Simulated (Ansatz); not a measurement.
**Eigenvalues along a path: Zn (bcc type)**

```yaml
crystal:
  lattice:
    - [-1.56742, 1.56742, 1.56742]
    - [1.56742, -1.56742, 1.56742]
    - [1.56742, 1.56742, -1.56742]
  atoms:
    - { symbol: Zn, position: [0.00000, 0.00000, 0.00000] }
```

The cell comes from a relaxation on PAW files under the same functional, begun from a prototype that needn't be the stable phase.

Level of theory: DFT with PBE, scalar-relativistic, in Ansatz 0.2.0; a Γ-centred 19×19×19 k mesh, Fermi–Dirac smearing of 0.1 eV, no spin polarisation. LAPW: all electrons, basis error target 1 meV/atom.

Path points, in fractions of the reciprocal vectors: Γ (0.000, 0.000, 0.000), H (0.500, -0.500, 0.500), N (0.000, 0.000, 0.500), P (0.250, 0.250, 0.250). The distance column jumps between branches of the path. Levels in eV from the Fermi level; bands 5 to 12, counted from the lowest band of the run. The gap is zero, the pressure 0.01 GPa.

```
# k(1/Å) point b5 b6 b7 b8 b9 b10 b11 b12
0.000 Γ -10.42 -7.79 -7.79 -7.79 -7.28 -7.28 18.94 18.94
0.286 - -10.10 -7.78 -7.78 -7.75 -7.33 -7.27 16.48 16.48
0.573 - -9.19 -7.74 -7.74 -7.64 -7.46 -7.18 13.12 13.12
0.859 - -8.15 -7.67 -7.66 -7.66 -7.49 -6.62 10.15 10.15
1.145 - -7.95 -7.90 -7.50 -7.50 -7.32 -4.67 7.67 7.67
1.432 - -8.12 -8.10 -7.30 -7.30 -7.17 -1.84 5.76 5.76
1.718 - -8.28 -8.27 -7.11 -7.11 -7.07 1.51 4.54 4.54
2.004 H -8.34 -8.34 -7.03 -7.03 -7.03 4.11 4.11 4.11
2.207 - -8.31 -8.31 -7.09 -7.07 -7.03 3.25 3.32 4.32
2.409 - -8.23 -8.20 -7.26 -7.18 -7.01 1.87 1.90 4.95
2.612 - -8.15 -8.03 -7.49 -7.33 -7.00 0.44 0.76 5.93
2.814 - -8.15 -7.80 -7.72 -7.41 -6.98 -0.81 -0.09 7.21
3.017 - -8.26 -7.91 -7.55 -7.39 -6.96 -1.81 -0.64 8.72
3.219 - -8.38 -8.04 -7.34 -7.34 -6.95 -2.48 -0.94 10.29
3.422 N -8.43 -8.09 -7.31 -7.25 -6.95 -2.72 -1.04 11.20
3.624 - -8.42 -8.07 -7.32 -7.26 -7.00 -4.16 0.72 11.41
3.826 - -8.41 -8.03 -7.34 -7.26 -7.12 -5.87 3.38 12.05
4.029 - -8.53 -7.97 -7.35 -7.29 -7.27 -7.15 6.37 13.06
4.231 - -9.09 -7.90 -7.68 -7.48 -7.35 -7.28 9.63 14.41
4.434 - -9.79 -7.84 -7.77 -7.64 -7.33 -7.28 13.11 16.03
4.636 - -10.26 -7.80 -7.78 -7.75 -7.30 -7.28 16.69 17.79
4.839 Γ -10.42 -7.79 -7.79 -7.79 -7.28 -7.28 18.94 18.94
5.087 - -10.18 -7.80 -7.80 -7.72 -7.29 -7.29 16.52 16.84
5.335 - -9.49 -7.85 -7.85 -7.50 -7.31 -7.31 13.09 13.49
5.583 - -8.54 -7.92 -7.92 -7.31 -7.31 -7.00 9.87 10.45
5.831 - -7.98 -7.98 -7.90 -7.29 -7.29 -5.72 7.07 7.79
6.079 - -8.01 -8.01 -7.71 -7.27 -7.27 -3.63 4.78 5.52
6.327 - -7.98 -7.98 -7.74 -7.25 -7.25 -0.98 3.07 3.66
6.575 P -7.90 -7.90 -7.90 -7.24 -7.24 1.83 2.23 2.23
6.823 - -8.07 -7.81 -7.81 -7.25 -7.25 1.24 1.25 1.25
7.071 - -8.14 -7.76 -7.76 -7.25 -7.25 0.76 0.76 0.98
7.318 - -8.05 -7.83 -7.83 -7.22 -7.22 0.80 0.80 1.05
7.566 - -7.98 -7.98 -7.78 -7.15 -7.15 1.33 1.33 1.46
7.814 - -8.16 -8.16 -7.44 -7.09 -7.09 2.22 2.26 2.26
8.062 - -8.29 -8.29 -7.14 -7.05 -7.05 3.31 3.42 3.42
8.310 H -8.34 -8.34 -7.03 -7.03 -7.03 4.11 4.11 4.11
10.046 P -7.90 -7.90 -7.90 -7.24 -7.24 1.83 2.23 2.23
10.189 - -7.98 -7.92 -7.79 -7.25 -7.24 1.07 1.10 3.14
10.332 - -8.03 -8.00 -7.65 -7.26 -7.25 0.04 0.38 4.39
10.476 - -8.11 -8.06 -7.48 -7.27 -7.25 -0.86 -0.17 5.82
10.619 - -8.23 -8.08 -7.30 -7.29 -7.25 -1.62 -0.57 7.37
10.762 - -8.34 -8.09 -7.30 -7.25 -7.13 -2.20 -0.84 8.99
10.905 - -8.41 -8.09 -7.31 -7.25 -7.00 -2.58 -0.99 10.47
11.048 N -8.43 -8.09 -7.31 -7.25 -6.95 -2.72 -1.04 11.20
```
